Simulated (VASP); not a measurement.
# C (P6_3/mmc) in VASP: notebook

The runs below take C through relaxation of cell and atoms, with PBE+D3(BJ).

All numbers are computed with VASP 6.6.1; they aren't measurements. Logs are shortened: lines on timing, memory, paths and dates and some standing lists are left out, and cuts for length are marked.

**1. The structure**

The structure is hexagonal, space group P6_3/mmc (No. 194). Conventional cell: a = 2.456 Å, b = 2.456 Å, c = 6.696 Å, α = 90.00°, β = 90.00°, γ = 120.00°. C (site symmetry -6m2) has 3 C at 1.42 Å as nearest neighbours. C (site symmetry -6m2) is surrounded by 3 C at 1.42 Å.

**2. Relaxation of cell and atoms, PBE+D3(BJ)**

The input, INCAR:

```
ALGO = Normal
EDIFF = 1E-7
EDIFFG = -0.002
ENCUT = 520
GGA = PE
IBRION = 2
ISIF = 3
ISMEAR = 0
IVDW = 12
LASPH = T
LCHARG = F
LREAL = F
LWAVE = F
NELM = 80
NSW = 80
PREC = Accurate
SIGMA = 1.0
```

The input, KPOINTS:

```
k-points
0
Gamma
  15 15 6
```

The input, POSCAR:

```
C
1.0
    2.4560000000      0.0000000000      0.0000000000
   -1.2280000000      2.1269583900      0.0000000000
    0.0000000000      0.0000000000      6.6960000000
C
4
Direct
    0.0000000000      0.0000000000      0.7500000000
    0.0000000000      0.0000000000      0.2500000000
    0.3333333300      0.6666666700      0.7500000000
    0.6666666700      0.3333333300      0.2500000000
```

Potentials or basis: VASP PAW PBE potentials, release 64 (C).

Launch:

```
$ cat potpaw_PBE.64/C/POTCAR > POTCAR
$ mpirun -np 1 vasp_std > vasp.out
```

OUTCAR:

```text
EDIFF = 1E-7
   EDIFFG = -0.002
   ENCUT = 520
   GGA = PE
   IBRION = 2
   ISIF = 3
   ISMEAR = 0
   IVDW = 12
   LASPH = T
   LREAL = F
   NELM = 80
   NSW = 80
   PREC = Accurate
 IVDW          = 12

 ion  position               nearest neighbor table
   1  0.000  0.000  0.750-   3 1.42   3 1.42   3 1.42
   2  0.000  0.000  0.250-   4 1.42   4 1.42   4 1.42
   3  0.333  0.667  0.750-   1 1.42   1 1.42   1 1.42
   4  0.667  0.333  0.250-   2 1.42   2 1.42   2 1.42

  LATTYP: Found a hexagonal cell.
 ALAT       =     2.4560000000
 C/A-ratio  =     2.7263843648

  Lattice vectors:

 A1 = (   2.4560000000,   0.0000000000,   0.0000000000)
 A2 = (  -1.2280000000,   2.1269583900,   0.0000000000)
 A3 = (   0.0000000000,   0.0000000000,   6.6960000000)

Analysis of symmetry for initial positions (statically):
=====================================================================
 Subroutine PRICEL returns:
 Original cell was already a primitive cell.

 Routine SETGRP: Setting up the symmetry group for a
 hexagonal supercell.

 Subroutine GETGRP returns: Found 24 space group operations
 (whereof 12 operations were pure point group operations)
 out of a pool of 24 trial point group operations.

The static configuration has the point symmetry D_3d.
 The point group associated with its full space group is D_6h.

Analysis of symmetry for dynamics (positions and initial velocities):
=====================================================================
 Subroutine PRICEL returns:
 Original cell was already a primitive cell.

 Routine SETGRP: Setting up the symmetry group for a
 hexagonal supercell.

 Subroutine GETGRP returns: Found 24 space group operations
 (whereof 12 operations were pure point group operations)
 out of a pool of 24 trial point group operations.

The dynamic configuration has the point symmetry D_3d.
 The point group associated with its full space group is D_6h.

 Subroutine INISYM returns: Found 24 space group operations
 (whereof 12 operations are pure point group operations),
 and found     1 'primitive' translations

----------------------------------------------------------------------------------------

                                     Primitive cell

  volume of cell :      34.9786

  direct lattice vectors                    reciprocal lattice vectors
     2.456000000  0.000000000  0.000000000     0.407166124  0.235077471  0.000000000
    -1.228000000  2.126958390  0.000000000     0.000000000  0.470154943  0.000000000
     0.000000000  0.000000000  6.696000000     0.000000000  0.000000000  0.149342891

  length of vectors
     2.456000000  2.455999999  6.696000000     0.470154942  0.470154943  0.149342891

  position of ions in fractional coordinates (direct lattice)
     0.000000000  0.000000000  0.750000000
     0.000000000  0.000000000  0.250000000
     0.333333330  0.666666670  0.750000000
     0.666666670  0.333333330  0.250000000

  ion indices of the primitive-cell ions
[... 80 lines left out ...]
   NSW    =     80    number of steps for IOM
   IBRION =      2    ionic relax: 0-MD 1-quasi-New 2-CG
   NFREE  =      1    steps in history (QN), initial steepest desc. (CG)
   ISIF   =      3    stress and relaxation
   ISYM   =      2    0-nonsym 1-usesym 2-fastsym
   POTIM  = 0.5000    time-step for ionic-motion
   TEBEG  =    0.0;   TEEND  =   0.0 temperature during run
   PSTRESS=    0.0 pullay stress
   NELECT =      16.0000    total number of electrons
   NUPDOWN=      -1.0000    fix difference up-down
   EMIN   =  10.00;   EMAX   =-10.00  energy-range for DOS
   EFERMI =   0.00;   METHOD = LEGACY
   ISMEAR =     0;   SIGMA  =   1.00  broadening in eV -4-tet -1-fermi 0-gaus
   EFERMI_NEDOS =   21; number of points for ismear=-14 and -15
   IALGO  =     38    algorithm
   IMIX   =      4    mixing-type and parameters
     AMIX     =   0.40;   BMIX     =  1.00
     AMIX_MAG =   1.60;   BMIX_MAG =  1.00
  volume/ion in A,a.u.               =       8.74        59.01
  Fermi-wavevector in a.u.,A,eV,Ry     =   1.261384  2.383670 21.648079  1.591089
  Thomas-Fermi vector in A             =   2.394846
   LORBIT       =      0    0 simple, 1 ext, 2 COOP (PROOUT), +10 PAW based schemes
   GGA     = PE    functional components
   LHFCALC =     F    Hartree Fock is set to
   AEXX    =    0.0000 exact exchange contribution
   IVDW    =    12    specifies the selected vdW correction
   LEPSILON=     F    determine dielectric tensor
   LRPA    =     F    only Hartree local field effects (RPA)
 conjugate gradient relaxation of ions
 non-spin polarized calculation
 Gauss-broadening in eV      SIGMA  =   1.00
  energy-cutoff  :      520.00
  volume of cell :       34.98
 maximum number of plane-waves:       979
   NGX =  9   NGY =  9   NGZ = 25

--------------------------------------- Ionic step        1  -------------------------------------------

 number of electron      15.9999994 magnetization

 Free energy of the ion-electron system (eV)
  ---------------------------------------------------
  ext. energy  EPLUGINS =         0.00000000
  ---------------------------------------------------
  free energy    TOTEN  =       -36.86195691 eV

  energy without entropy =      -36.78472402  energy(sigma->0) =      -36.82334047

------------------------ aborting loop because EDIFF is reached ----------------------------------------

 Edisp (eV)   -0.62732

 E8    (eV) :    -0.1778
[... 243 lines left out ...]
--------------------------------------- Ionic step        7  -------------------------------------------

 number of electron      15.9999994 magnetization

 Free energy of the ion-electron system (eV)
  ---------------------------------------------------
  ext. energy  EPLUGINS =         0.00000000
  ---------------------------------------------------
  free energy    TOTEN  =       -36.86978602 eV

  energy without entropy =      -36.79074091  energy(sigma->0) =      -36.83026346

 E-fermi :   4.6591     XC(G=0): -10.3191

 val. band max:        4.6571196574   @ k =   0.3333   0.3333   0.5000
 cond. band min:       4.6668443571   @ k =   0.3333   0.3333   0.3333
 fundamental gap:      0.0097246997
 Fermi energy:         4.6591410916

 k-point     1 :       0.0000    0.0000    0.0000
  band No.  band energies     occupation
      1     -14.9705      2.00000
      2     -14.6701      2.00000
      3      -3.8350      2.00000
      4      -1.8671      2.00000
      5       1.6457      1.99998
      6       1.6457      1.99998
      7       1.6642      1.99998
      8       1.6642      1.99998
      9       8.9578      0.00000
     10      12.9715      0.00000
     11      12.9718      0.00000
     12      13.0234      0.00000
[... 331 lines left out ...]
 k-point    24 :       0.4000    0.2000    0.0000
  band No.  band energies     occupation
      1      -9.0339      2.00000
      2      -8.9284      2.00000
      3      -8.0094      2.00000
      4      -7.9422      2.00000
      5      -4.1943      2.00000
      6      -4.0912      2.00000
      7       2.7606      1.99275
      8       3.4255      1.91894
      9       6.0199      0.05430
     10       6.1502      0.03497
     11      15.1573      0.00000
     12      15.8170      0.00000

 [... further k-points ...]

------------------------ aborting loop because EDIFF is reached ----------------------------------------

 Edisp (eV)   -0.62517

 E8    (eV) :    -0.1772
[... 27 lines left out ...]
  FREE ENERGIE OF THE ION-ELECTRON SYSTEM (eV)
  ---------------------------------------------------
  free  energy   TOTEN  =       -37.4949609263 eV

  energy  without entropy=      -37.4159158167  energy(sigma->0) =      -37.45543837

 reached required accuracy - stopping structural energy minimisation
```

OSZICAR:

```text
N       E                     dE             d eps       ncg     rms          rms(c)
DAV:   1     0.470965864761E+02    0.47097E+02   -0.84381E+03  2608   0.124E+03
DAV:   2    -0.356353330463E+02   -0.82732E+02   -0.76326E+02  3556   0.230E+02
[... 44 lines left out ...]
   6 F= -.37494947E+02 E0= -.37455406E+02  d E =-.159246E-04
       N       E                     dE             d eps       ncg     rms          rms(c)
DAV:   1    -0.368699990879E+02   -0.11401E-02   -0.78712E-03  2648   0.728E-01    0.585E-02
DAV:   2    -0.368698483452E+02    0.15074E-03   -0.19743E-04  2764   0.109E-01    0.315E-02
DAV:   3    -0.368697859761E+02    0.62369E-04   -0.19951E-04  3028   0.967E-02    0.819E-03
DAV:   4    -0.368697861053E+02   -0.12920E-06   -0.36008E-06  3064   0.152E-02    0.733E-03
DAV:   5    -0.368697860171E+02    0.88151E-07   -0.70776E-07  3024   0.776E-03
   7 F= -.37494961E+02 E0= -.37455438E+02  d E =-.298657E-04
```

Wall time 71 s (1 thread of Intel Xeon Platinum 8488C (Sapphire Rapids), shared host); peak memory 0.17 GiB.

What came out:

| Item | Value |
| --- | --- |
| Free energy | -37.4950 eV |
| Relaxed volume | 8.84 Å³/atom |
| Relaxed cell | a = 2.467 Å, b = 2.467 Å, c = 6.710 Å, α = 90.00°, β = 90.00°, γ = 120.00° |
| Space group after relaxing (to 0.05 Å) | P6_3/mmc (No. 194) |
| Energy gained by relaxing | 1.4 meV/atom |
| Ionic steps | 7 |
| Pressure after relaxing | 0.0 GPa |
| Band gap on the k mesh | none (metal or under the smearing width) |
| Dispersion energy per atom | -0.156 eV |

Step by step:
```csv
step,energy change (eV),largest force (eV/Å),pressure (GPa),volume (Å³)
1,0.0000,0.0000,3.95,34.98
2,0.0284,0.0000,-9.01,36.08
3,-0.0056,0.0000,-0.01,35.29
4,-0.0057,0.0000,0.06,35.29
5,-0.0057,0.0000,0.05,35.30
6,-0.0057,0.0000,0.04,35.32
7,-0.0057,0.0000,0.03,35.36
```

Final structure:
```xyz
4
Lattice="2.4668 0.0000 0.0000 -1.2334 2.1363 0.0000 0.0000 0.0000 6.7104" Properties=species:S:1:pos:R:3 pbc="T T T"
C    -1.2334    2.1363    5.0328
C     2.4668    0.0000    1.6776
C     0.0000    1.4242    5.0328
C     1.2334    0.7121    1.6776
```

Zero-point motion and thermal expansion aren't in these numbers.

**3. Relaxation of cell and atoms, PBE+D3(BJ)**

This run uses another cell than the first one, of 8.84 Å³/atom, 1.011 times its volume.

INCAR is that of step 2.

KPOINTS is that of step 2.

The input, POSCAR:

```
C                                       
1.0
    2.4668025964      0.0000000000      0.0000000000
   -1.2334012982      2.1363137129      0.0000000000
    0.0000000000      0.0000000000      6.7103975475
  C             
     4
Direct
     0.0000000000000000    1.0000000000000000    0.7500000000000000
     1.0000000000000000    0.0000000000000000    0.2500000000000000
     0.3333333300000021    0.6666666699999979    0.7500000000000000
     0.6666666699999979    0.3333333300000021    0.2500000000000000
```

Potentials or basis: VASP PAW PBE potentials, release 64 (C).

Launch:

```
$ cat potpaw_PBE.64/C/POTCAR > POTCAR
$ mpirun -np 1 vasp_std > vasp.out
```

Run time: 22 s. Hardware: 1 thread of Intel Xeon Platinum 8488C (Sapphire Rapids), shared host; peak memory 0.16 GiB.

The run converged. Its results:

- Free energy: -37.4952 eV
- Pressure after relaxing: 0.0 GPa
- Band gap on the k mesh: none (metal or under the smearing width)
- Dispersion energy per atom: -0.156 eV

Final structure:
```cif
data_structure
_symmetry_space_group_name_H-M 'P 1'
_symmetry_Int_Tables_number 1
_cell_length_a 2.4668
_cell_length_b 2.4668
_cell_length_c 6.7104
_cell_angle_alpha 90.000
_cell_angle_beta 90.000
_cell_angle_gamma 120.000
_cell_volume 35.36
loop_
_atom_site_label
_atom_site_type_symbol
_atom_site_fract_x
_atom_site_fract_y
_atom_site_fract_z
_atom_site_occupancy
C1 C 0.00000 0.00000 0.75000 1
C2 C 0.00000 0.00000 0.25000 1
C3 C 0.33333 0.66667 0.75000 1
C4 C 0.66667 0.33333 0.25000 1
```

Levels at points of the mesh, in eV from the Fermi level:
| k point | band 6 | band 7 | band 8 | band 9 | band 10 | band 11 |
| --- | --- | --- | --- | --- | --- | --- |
| (0.00, 0.00, 0.00) | -3.01 | -3.00 | -3.00 | 4.30 | 8.31 | 8.32 |
| (0.00, 0.00, 0.50) | -3.00 | -3.00 | -3.00 | 6.94 | 6.94 | 8.34 |

Caveat: the relaxation stopped at its first step, so nothing moved.
